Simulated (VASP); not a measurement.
# BN (Pnma) in VASP: notebook

Runs on BN. Level: LDA. Tasks: single point.

Program: VASP 6.6.1. These are calculated values, not measurements. Logs are shortened: lines on timing, memory, paths and dates and some standing lists are left out, and cuts for length are marked.

### Step 1. The crystal as given

The structure is orthorhombic, space group Pnma (No. 62). Conventional cell: a = 4.880 Å, b = 2.591 Å, c = 4.292 Å, α = 90.00°, β = 90.00°, γ = 90.00°. N (site symmetry m) has 4 B at 1.51 to 1.65 Å as nearest neighbours. B (site symmetry m) is surrounded by 4 N at 1.51 to 1.65 Å.

Measurements of this composition are mostly on another form, of space group No. 194.

### Step 2. Single point, LDA

Contents of INCAR:

```
SYSTEM = BN
  PREC = Accurate
  ENCUT = 400
  EDIFF = 1E-7
  ISMEAR = 0
  SIGMA = 0.05
  LREAL = .FALSE.
  LASPH = .TRUE.
  NELM = 100
  ALGO = Normal
  ISIF = 2
  LWAVE = .FALSE.
  LCHARG = .FALSE.
  GGA = CA
  NBANDS = 26
  ADDGRID = .FALSE.
```

Contents of KPOINTS:

```
regular mesh
0
G
  2 4 3
  0 0 0
```

Contents of POSCAR:

```
BN
1.0
    4.8800890000      0.0000000000      0.0000000000
    0.0000000000      2.5914640000      0.0000000000
    0.0000000000      0.0000000000      4.2920490000
N B
4 4
Direct
    0.3211300000      0.7500000000      0.1064860000
    0.6788700000      0.2500000000      0.8935140000
    0.1788700000      0.2500000000      0.6064860000
    0.8211300000      0.7500000000      0.3935140000
    0.3404130000      0.2500000000      0.9070960000
    0.1595870000      0.7500000000      0.4070960000
    0.8404130000      0.2500000000      0.5929040000
    0.6595870000      0.7500000000      0.0929040000
```

Potentials or basis: VASP PAW LDA potentials, release 64 (N, B).

Started as:

```
$ cat potpaw_LDA.64/N/POTCAR potpaw_LDA.64/B/POTCAR > POTCAR
$ mpirun -np 1 vasp_std > vasp.out
```

OUTCAR:

```text
SYSTEM = BN
   PREC = Accurate
   ENCUT = 400
   EDIFF = 1E-7
   ISMEAR = 0
   LREAL = .FALSE.
   LASPH = .TRUE.
   NELM = 100
   ISIF = 2
   GGA = CA

 Found     12 irreducible k-points:

 Following reciprocal coordinates:
            Coordinates               Weight
  0.000000  0.000000  0.000000      1.000000
  0.500000  0.000000  0.000000      1.000000
  0.000000  0.250000  0.000000      2.000000
  0.500000  0.250000  0.000000      2.000000
  0.000000  0.500000  0.000000      1.000000
  0.500000  0.500000  0.000000      1.000000
   k-points           NKPTS =     12   k-points in BZ     NKDIM =     12   number of bands    NBANDS=     26
   number of dos      NEDOS =    301   number of ions     NIONS =      8
   total plane-waves  NPLWV =  16128
   dimension x,y,z NGX =    32 NGY =   18 NGZ =   28
   dimension x,y,z NGXF=    64 NGYF=   36 NGZF=   56
   ions per type =               4   4
   NGX,Y,Z   is equivalent  to a cutoff of  10.90, 11.55, 10.85 a.u.
   NGXF,Y,Z  is equivalent  to a cutoff of  21.80, 23.09, 21.69 a.u.
 SYSTEM =  BN
   PREC   = accura    normal or accurate (medium, high low for compatibility)
   ISTART =      0    job   : 0-new  1-cont  2-samecut
   ICHARG =      2    charge: 1-file 2-atom 10-const
   ISPIN  =      1    spin polarized calculation?
   LNONCOLLINEAR =      F non collinear calculations
   LSORBIT =      F    spin-orbit coupling
   LASPH  =      T    aspherical Exc in radial PAW
   ENCUT  =  400.0 eV  29.40 Ry    5.42 a.u.   7.96  4.23  7.00*2*pi/ulx,y,z
   NELM   =    100;   NELMIN=  2; NELMDL= -5     # of ELM steps
   EDIFF  = 0.1E-06   stopping-criterion for ELM
   LREAL  =      F    real-space projection
   EDIFFG = 0.1E-05   stopping-criterion for IOM
   NSW    =      0    number of steps for IOM
   IBRION =     -1    ionic relax: 0-MD 1-quasi-New 2-CG
   NFREE  =      0    steps in history (QN), initial steepest desc. (CG)
   ISIF   =      2    stress and relaxation
   ISYM   =      2    0-nonsym 1-usesym 2-fastsym
   POTIM  = 0.5000    time-step for ionic-motion
   TEBEG  =    0.0;   TEEND  =   0.0 temperature during run
   PSTRESS=    0.0 pullay stress
   NELECT =      32.0000    total number of electrons
   NUPDOWN=      -1.0000    fix difference up-down
   EMIN   =  10.00;   EMAX   =-10.00  energy-range for DOS
   EFERMI =   0.00;   METHOD = LEGACY
   ISMEAR =     0;   SIGMA  =   0.05  broadening in eV -4-tet -1-fermi 0-gaus
   EFERMI_NEDOS =   21; number of points for ismear=-14 and -15
   IALGO  =     38    algorithm
   IMIX   =      4    mixing-type and parameters
     AMIX     =   0.40;   BMIX     =  1.00
     AMIX_MAG =   1.60;   BMIX_MAG =  1.00
  volume/ion in A,a.u.               =       6.78        45.79
  Fermi-wavevector in a.u.,A,eV,Ry     =   1.372711  2.594047 25.637923  1.884334
  Thomas-Fermi vector in A             =   2.498293
   LORBIT       =      0    0 simple, 1 ext, 2 COOP (PROOUT), +10 PAW based schemes
   GGA     = CA    functional components
   LHFCALC =     F    Hartree Fock is set to
   AEXX    =    0.0000 exact exchange contribution
   IVDW    =     0    specifies the selected vdW correction
   LEPSILON=     F    determine dielectric tensor
   LRPA    =     F    only Hartree local field effects (RPA)
 non-spin polarized calculation
 Gauss-broadening in eV      SIGMA  =   0.05
  energy-cutoff  :      400.00
  volume of cell :       54.28
 maximum number of plane-waves:      1008
 NGX is ok and might be reduce to    32
   NGX = 15   NGY =  9   NGZ = 13

 number of electron      31.9999999 magnetization

 Free energy of the ion-electron system (eV)
  ---------------------------------------------------
  ext. energy  EPLUGINS =         0.00000000
  ---------------------------------------------------
  free energy    TOTEN  =       -75.66645640 eV

  energy without entropy =      -75.66645640  energy(sigma->0) =      -75.66645640

 E-fermi :   5.7968     XC(G=0): -12.1720

 val. band max:        5.5509820560   @ k =   0.0000   0.0000   0.0000
 cond. band min:      11.1940149192   @ k =   0.5000   0.0000   0.3333
 fundamental gap:      5.6430328632
 Fermi energy:         5.7968026568

 k-point     1 :       0.0000    0.0000    0.0000
  band No.  band energies     occupation
      1     -13.8932      2.00000
      2     -11.3074      2.00000
      3     -10.2641      2.00000
      4      -8.5032      2.00000
      5      -3.1980      2.00000
      6      -2.5722      2.00000
[... 18 lines left out ...]
     25      17.0987      0.00000
     26      17.7210      0.00000

 k-point     2 :       0.5000    0.0000    0.0000
  band No.  band energies     occupation
      1     -13.0098      2.00000
      2     -13.0098      2.00000
      3      -8.9266      2.00000
      4      -8.9266      2.00000
      5      -3.7050      2.00000
      6      -3.7050      2.00000
[... 18 lines left out ...]
     25      16.9779      0.00000
     26      16.9779      0.00000

 k-point     3 :       0.0000    0.2500    0.0000
  band No.  band energies     occupation
      1     -12.9434      2.00000
      2     -10.5083      2.00000
      3      -9.6084      2.00000
      4      -8.3903      2.00000
      5      -2.9451      2.00000
      6      -2.6508      2.00000
[... 18 lines left out ...]
     25      17.4415      0.00000
     26      17.5646      0.00000

 k-point     4 :       0.5000    0.2500    0.0000
  band No.  band energies     occupation
      1     -12.1000      2.00000
      2     -12.1000      2.00000
      3      -8.6002      2.00000
      4      -8.6002      2.00000
      5      -2.9643      2.00000
      6      -2.9643      2.00000
[... 18 lines left out ...]
     25      18.4135      0.00000
     26      18.4220      0.00000

 k-point     5 :       0.0000    0.5000    0.0000
  band No.  band energies     occupation
      1     -10.3866      2.00000
      2     -10.3866      2.00000
      3      -9.0110      2.00000
      4      -9.0110      2.00000
      5      -3.2575      2.00000
      6      -3.2575      2.00000
[... 18 lines left out ...]
     25      18.7894      0.00000
     26      18.7926      0.00000

 k-point     6 :       0.5000    0.5000    0.0000
  band No.  band energies     occupation
      1      -9.7805      2.00000
      2      -9.7805      2.00000
      3      -9.7805      2.00000
      4      -9.7805      2.00000
      5      -2.6341      2.00000
      6      -2.6341      2.00000
[... 18 lines left out ...]
     25      18.8942      0.00000
     26      18.8942      0.00000

 [... further k-points ...]

------------------------ aborting loop because EDIFF is reached ----------------------------------------

  FORCE on cell =-STRESS in cart. coord.  units (eV):
  Direction    XX          YY          ZZ          XY          YZ          ZX
  --------------------------------------------------------------------------------------
  -------------------------------------------------------------------------------------
  Total       -5.5718650     -5.4554691     -5.6835209      0.0000000     -0.0000000      0.0000000
  in kB     -164.4650323   -161.0293675   -167.7607850      0.0000000     -0.0000000      0.0000000
  external PRESSURE =    -164.4183949 kB  Pullay stress =       0.0000000 kB

 VOLUME and BASIS-vectors are now :
 -----------------------------------------------------------------------------
  energy-cutoff  :      400.00
  volume of cell :       54.28
      direct lattice vectors                 reciprocal lattice vectors
     4.880089000  0.000000000  0.000000000     0.204914296  0.000000000  0.000000000
     0.000000000  2.591464000  0.000000000     0.000000000  0.385882266  0.000000000
     0.000000000  0.000000000  4.292049000     0.000000000  0.000000000  0.232988952

 POSITION                                       TOTAL-FORCE (eV/Angst)
 -----------------------------------------------------------------------------------
      1.56714      1.94360      0.45704         0.137166     -0.000000     -0.031886
      3.31295      0.64787      3.83501        -0.137166      0.000000      0.031886
      0.87290      0.64787      2.60307        -0.137166     -0.000000     -0.031886
      4.00719      1.94360      1.68898         0.137166      0.000000      0.031886
      1.66125      0.64787      3.89330        -0.036599      0.000000      0.039758
      0.77880      1.94360      1.74728         0.036599      0.000000      0.039758
      4.10129      0.64787      2.54477        -0.036599      0.000000     -0.039758
      3.21884      1.94360      0.39875         0.036599      0.000000     -0.039758
 -----------------------------------------------------------------------------------
    total drift:                                0.000000      0.000000     -0.000000

  FREE ENERGIE OF THE ION-ELECTRON SYSTEM (eV)
  ---------------------------------------------------
  free  energy   TOTEN  =       -75.6664563959 eV

  energy  without entropy=      -75.6664563959  energy(sigma->0) =      -75.66645640
```

OSZICAR:

```text
N       E                     dE             d eps       ncg     rms          rms(c)
DAV:   1     0.798529002439E+02    0.79853E+02   -0.14309E+04   624   0.963E+02
DAV:   2    -0.749882114388E+02   -0.15484E+03   -0.14625E+03   834   0.232E+02
DAV:   3    -0.809051945345E+02   -0.59170E+01   -0.58874E+01   846   0.430E+01
DAV:   4    -0.809469298836E+02   -0.41735E-01   -0.41699E-01   768   0.393E+00
DAV:   5    -0.809475009713E+02   -0.57109E-03   -0.57074E-03   840   0.428E-01    0.135E+01
DAV:   6    -0.762753420827E+02    0.46722E+01   -0.10658E+01   724   0.184E+01    0.609E+00
DAV:   7    -0.758116602440E+02    0.46368E+00   -0.64227E-01   770   0.447E+00    0.377E+00
DAV:   8    -0.756706501877E+02    0.14101E+00   -0.25385E-01   720   0.279E+00    0.409E-01
DAV:   9    -0.756664542757E+02    0.41959E-02   -0.15148E-02   802   0.747E-01    0.202E-01
DAV:  10    -0.756664566947E+02   -0.24190E-05   -0.75218E-04   792   0.177E-01    0.407E-02
DAV:  11    -0.756664562042E+02    0.49056E-06   -0.13339E-04   792   0.691E-02    0.207E-02
DAV:  12    -0.756664562306E+02   -0.26402E-07   -0.12805E-05   796   0.227E-02    0.622E-03
DAV:  13    -0.756664563937E+02   -0.16312E-06   -0.11458E-06   770   0.672E-03    0.163E-03
DAV:  14    -0.756664563959E+02   -0.21946E-08   -0.70661E-08   404   0.174E-03
   1 F= -.75666456E+02 E0= -.75666456E+02  d E =-.373943E-13
```

stdout:

```text
POSCAR found type information on POSCAR N B
 POSCAR found :  2 types and       8 ions
 scaLAPACK will be used
 LDA part: xc-table for (Slater(with rela. corr.)+CA(PZ))
 , standard interpolation
 POSCAR, INCAR and KPOINTS ok, starting setup
 FFT: planning ... GRIDC
 FFT: planning ... GRID_SOFT
 FFT: planning ... GRID
 WAVECAR not read
 entering main loop
```

Wall time 6.5 s (1 thread of AMD EPYC 9R45 (Zen 5), shared host); peak memory 0.09 GiB.

The run converged, but some of its settings lie outside the range that counts as converged, so its numbers aren't taken as properties of the crystal.

Results:

```
Free energy            : -75.6665 eV
Largest force          : 0.141 eV/Å
Band gap on the k mesh : 5.64 eV, indirect (least direct gap 6.46 eV)
```

Caveat: the k mesh is coarse (spacing up to 0.64 Å⁻¹), so the values aren't converged; the cutoff is under 1.25 times the usual one of these potentials, so pressure, stress and relaxed cells hold a basis-set (Pulay) error; an odd mesh through Γ misses points on the zone boundary, where band edges often lie.

### Step 3. Single point, LDA

Changes to INCAR since step 2:

```diff
@@ -2,3 +2,3 @@
   PREC = Accurate
-  ENCUT = 400
+  ENCUT = 460
   EDIFF = 1E-7
```

KPOINTS is that of step 2.

POSCAR is that of step 2.

Potentials or basis: VASP PAW LDA potentials, release 64 (N, B).

Started as:

```
$ cat potpaw_LDA.64/N/POTCAR potpaw_LDA.64/B/POTCAR > POTCAR
$ mpirun -np 1 vasp_std > vasp.out
```

OUTCAR:

```text
SYSTEM = BN
   PREC = Accurate
   ENCUT = 460
   EDIFF = 1E-7
   ISMEAR = 0
   LREAL = .FALSE.
   LASPH = .TRUE.
   NELM = 100
   ISIF = 2
   GGA = CA

 Found     12 irreducible k-points:

 Following reciprocal coordinates:
            Coordinates               Weight
  0.000000  0.000000  0.000000      1.000000
  0.500000  0.000000  0.000000      1.000000
  0.000000  0.250000  0.000000      2.000000
  0.500000  0.250000  0.000000      2.000000
  0.000000  0.500000  0.000000      1.000000
  0.500000  0.500000  0.000000      1.000000
   k-points           NKPTS =     12   k-points in BZ     NKDIM =     12   number of bands    NBANDS=     26
   number of dos      NEDOS =    301   number of ions     NIONS =      8
   total plane-waves  NPLWV =  19440
   dimension x,y,z NGX =    36 NGY =   18 NGZ =   30
   dimension x,y,z NGXF=    72 NGYF=   36 NGZF=   60
   ions per type =               4   4
   NGX,Y,Z   is equivalent  to a cutoff of  12.26, 11.55, 11.62 a.u.
   NGXF,Y,Z  is equivalent  to a cutoff of  24.53, 23.09, 23.24 a.u.
 SYSTEM =  BN
   PREC   = accura    normal or accurate (medium, high low for compatibility)
   ISTART =      0    job   : 0-new  1-cont  2-samecut
   ICHARG =      2    charge: 1-file 2-atom 10-const
   ISPIN  =      1    spin polarized calculation?
   LNONCOLLINEAR =      F non collinear calculations
   LSORBIT =      F    spin-orbit coupling
   LASPH  =      T    aspherical Exc in radial PAW
   ENCUT  =  460.0 eV  33.81 Ry    5.81 a.u.   8.53  4.53  7.51*2*pi/ulx,y,z
   NELM   =    100;   NELMIN=  2; NELMDL= -5     # of ELM steps
   EDIFF  = 0.1E-06   stopping-criterion for ELM
   LREAL  =      F    real-space projection
   EDIFFG = 0.1E-05   stopping-criterion for IOM
   NSW    =      0    number of steps for IOM
   IBRION =     -1    ionic relax: 0-MD 1-quasi-New 2-CG
   NFREE  =      0    steps in history (QN), initial steepest desc. (CG)
   ISIF   =      2    stress and relaxation
   ISYM   =      2    0-nonsym 1-usesym 2-fastsym
   POTIM  = 0.5000    time-step for ionic-motion
   TEBEG  =    0.0;   TEEND  =   0.0 temperature during run
   PSTRESS=    0.0 pullay stress
   NELECT =      32.0000    total number of electrons
   NUPDOWN=      -1.0000    fix difference up-down
   EMIN   =  10.00;   EMAX   =-10.00  energy-range for DOS
   EFERMI =   0.00;   METHOD = LEGACY
   ISMEAR =     0;   SIGMA  =   0.05  broadening in eV -4-tet -1-fermi 0-gaus
   EFERMI_NEDOS =   21; number of points for ismear=-14 and -15
   IALGO  =     38    algorithm
   IMIX   =      4    mixing-type and parameters
     AMIX     =   0.40;   BMIX     =  1.00
     AMIX_MAG =   1.60;   BMIX_MAG =  1.00
  volume/ion in A,a.u.               =       6.78        45.79
  Fermi-wavevector in a.u.,A,eV,Ry     =   1.372711  2.594047 25.637923  1.884334
  Thomas-Fermi vector in A             =   2.498293
   LORBIT       =      0    0 simple, 1 ext, 2 COOP (PROOUT), +10 PAW based schemes
   GGA     = CA    functional components
   LHFCALC =     F    Hartree Fock is set to
   AEXX    =    0.0000 exact exchange contribution
   IVDW    =     0    specifies the selected vdW correction
   LEPSILON=     F    determine dielectric tensor
   LRPA    =     F    only Hartree local field effects (RPA)
 non-spin polarized calculation
 Gauss-broadening in eV      SIGMA  =   0.05
  energy-cutoff  :      460.00
  volume of cell :       54.28
 maximum number of plane-waves:      1239
 NGX is ok and might be reduce to    36
   NGX = 17   NGY =  9   NGZ = 15

 number of electron      32.0000007 magnetization

 Free energy of the ion-electron system (eV)
  ---------------------------------------------------
  ext. energy  EPLUGINS =         0.00000000
  ---------------------------------------------------
  free energy    TOTEN  =       -75.67628142 eV

  energy without entropy =      -75.67628142  energy(sigma->0) =      -75.67628142

 E-fermi :   5.7957     XC(G=0): -12.1717

 val. band max:        5.5499458325   @ k =   0.0000   0.0000   0.0000
 cond. band min:      11.1933512823   @ k =   0.5000   0.0000   0.3333
 fundamental gap:      5.6434054499
 Fermi energy:         5.7957292768

 k-point     1 :       0.0000    0.0000    0.0000
  band No.  band energies     occupation
      1     -13.8886      2.00000
      2     -11.3016      2.00000
      3     -10.2576      2.00000
      4      -8.4951      2.00000
      5      -3.1956      2.00000
      6      -2.5706      2.00000
[... 163 lines left out ...]
     25      18.8860      0.00000
     26      18.8860      0.00000

 [... further k-points ...]

------------------------ aborting loop because EDIFF is reached ----------------------------------------

  FORCE on cell =-STRESS in cart. coord.  units (eV):
  Direction    XX          YY          ZZ          XY          YZ          ZX
  --------------------------------------------------------------------------------------
  -------------------------------------------------------------------------------------
  Total       -4.0011291     -3.9120738     -4.1176591      0.0000000      0.0000000      0.0000000
  in kB     -118.1015382   -115.4728881   -121.5411612      0.0000000      0.0000000      0.0000000
  external PRESSURE =    -118.3718625 kB  Pullay stress =       0.0000000 kB

 VOLUME and BASIS-vectors are now :
 -----------------------------------------------------------------------------
  energy-cutoff  :      460.00
  volume of cell :       54.28
      direct lattice vectors                 reciprocal lattice vectors
     4.880089000  0.000000000  0.000000000     0.204914296  0.000000000  0.000000000
     0.000000000  2.591464000  0.000000000     0.000000000  0.385882266  0.000000000
     0.000000000  0.000000000  4.292049000     0.000000000  0.000000000  0.232988952

 POSITION                                       TOTAL-FORCE (eV/Angst)
 -----------------------------------------------------------------------------------
      1.56714      1.94360      0.45704         0.118186      0.000000     -0.021485
      3.31295      0.64787      3.83501        -0.118186     -0.000000      0.021485
      0.87290      0.64787      2.60307        -0.118186     -0.000000     -0.021485
      4.00719      1.94360      1.68898         0.118186     -0.000000      0.021485
      1.66125      0.64787      3.89330        -0.037923      0.000000      0.040424
      0.77880      1.94360      1.74728         0.037923      0.000000      0.040424
      4.10129      0.64787      2.54477        -0.037923      0.000000     -0.040424
      3.21884      1.94360      0.39875         0.037923      0.000000     -0.040424
 -----------------------------------------------------------------------------------
    total drift:                                0.000000      0.000000     -0.000000

  FREE ENERGIE OF THE ION-ELECTRON SYSTEM (eV)
  ---------------------------------------------------
  free  energy   TOTEN  =       -75.6762814160 eV

  energy  without entropy=      -75.6762814160  energy(sigma->0) =      -75.67628142
```

Wall time 7.9 s (1 thread of AMD EPYC 9R45 (Zen 5), shared host); peak memory 0.1 GiB.

These settings aren't checked as converged: the numbers below hold their error.

Results:

* Free energy: -75.6763 eV
* Pressure: -11.8 GPa
* Largest force: 0.120 eV/Å
* Band gap on the k mesh: 5.64 eV, indirect (least direct gap 6.46 eV)

Caveat: the k mesh is coarse (spacing up to 0.64 Å⁻¹), so the values aren't converged; the cutoff is under 1.25 times the usual one of these potentials, so pressure, stress and relaxed cells hold a basis-set (Pulay) error; an odd mesh through Γ misses points on the zone boundary, where band edges often lie.

(Continued in part 2 of 2.)
